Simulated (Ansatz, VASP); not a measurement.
**One calculation of Sr, two programs**

```
CELL_PARAMETERS angstrom
4.31000 0.00000 0.00000
-2.15500 3.73257 0.00000
0.00000 0.00000 7.05000
ATOMIC_POSITIONS crystal
Sr 0.33333 0.66667 0.25000
Sr 0.66667 0.33333 0.75000
```

Alike in both runs: task electric field gradients; functional PBEsol; k mesh 9 × 9 × 5; occupations fermi-dirac, width 0.03 eV; no spin polarisation.

|  | VASP | Ansatz |
| --- | --- | --- |
| version | VASP 6.6.1 | Ansatz 0.2.0 |
| potentials or method | VASP PAW PBE potentials, release 64 (Sr_sv) | PAW with Ansatz's default frozen-core files, scalar-relativistic |
| plane-wave cutoff (eV) | 520 | 420 |
| valence electrons in the cell | 20 | 20 |

Ansatz gave:

| Quantity | Value |
| --- | --- |
| pressure (GPa) | -0.8 |
| largest component of the traceless stress (GPa) | 0.07 |
| Vzz of the field gradient on the site that differs most (V/Å²) | -3.8 |

What did VASP give for the same quantities?

Pressure (GPa): -0.8; largest component of the traceless stress (GPa): 0.06; Vzz of the field gradient on the site that differs most (V/Å²): -3.5.

With one functional, cell and mesh, what is left measures potentials, basis and numerics. Ansatz warned: «gradients_without_spin_orbit».

Caveats: the PAW data sets were made with another functional, which shifts forces and pressure a little (VASP).
